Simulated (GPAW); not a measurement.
Te2Mo:

```
Te Mo
1.0
     3.51820    0.00000    0.00000
    -1.75910    3.04685    0.00000
     0.00000    0.00000   13.97360
Te Mo
4 2
Cartesian
  1.7591 1.0156 5.2960
  0.0000 2.0312 12.2828
  1.7591 1.0156 1.6908
  0.0000 2.0312 8.6776
  1.7591 1.0156 10.4802
  0.0000 2.0312 3.4934
```

Base run:

```yaml
Program: GPAW 26.7.0
Functional: RPBE
Potentials_or_basis: the program's PAW data sets (release 1.2.1) made for this functional
Cutoff: 600 eV
Basis: pw
k_mesh: 9 × 9 × 2
Occupations: fermi-dirac, width 0.05 eV
Spin: no spin polarisation
```

Its results: band gap on the k mesh 0.80 eV, indirect (least direct gap 1.03 eV); pressure 4.4 GPa; largest force 0.203 eV/Å.

The run is repeated on the same cell with these changes: functional from RPBE to LDA; band points from 80 to 100. What comes out?

Band gap on the k mesh 0.75 eV, indirect (least direct gap 1.02 eV); pressure -3.8 GPa; largest force 0.392 eV/Å.

Caveats: spin-orbit coupling is left out, which moves the levels of the heavy elements; this functional lacks dispersion, which binds the layers, so the pressure and a relaxed spacing across them are unreliable (some runs).

A k mesh can miss the band edges.
